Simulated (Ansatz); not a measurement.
The system is MnSb.

```
CELL_PARAMETERS angstrom
4.15000 0.00000 0.00000
-2.07500 3.59401 0.00000
0.00000 0.00000 5.78000
ATOMIC_POSITIONS crystal
Sb 0.66667 0.33333 0.75000
Sb 0.33333 0.66667 0.25000
Mn 0.00000 0.00000 0.50000
Mn 0.00000 0.00000 0.00000
```

Base run:

* Program: Ansatz 0.2.0
* Functional: PBE
* Potentials or basis: Ansatz PAW
* Cutoff: 420 eV
* Density cutoff: 1680 eV
* k mesh: 7 × 7 × 5
* Occupations: fermi-dirac, width 0.05 eV
* Spin: collinear spin, ferromagnetic start
* Starting moments: [0.0, 0.0, 4.0, 4.0] μB
* Hubbard terms: Mn d U = 7 eV

Its results: band gap on the k mesh none (metal or under the smearing width); pressure 13.1 GPa; net moment 8.28 μB per cell; site moments Sb -0.25; Mn +4.40 μB.

Question: The run is repeated on the same cell with these changes: functional from PBE to r2SCAN; cutoff from 420 eV to 500 eV; density cutoff from 1680 eV to 2000 eV. What comes out?

Answer: Band gap on the k mesh none (metal or under the smearing width); pressure 13.7 GPa; net moment 8.29 μB per cell; site moments Sb -0.31; Mn +4.50 μB.

Caveats: the magnetic or orbital state may not be the lowest; only a ferromagnetic start was run, and an antiferromagnetic order may lie lower in energy; the U is typed as a test and isn't derived for this compound; the PAW data sets come from PBE, with cores solved anew for the run's functional, which leaves a small shift of forces and pressure (some runs).

Not every run made on this cell is shown here.
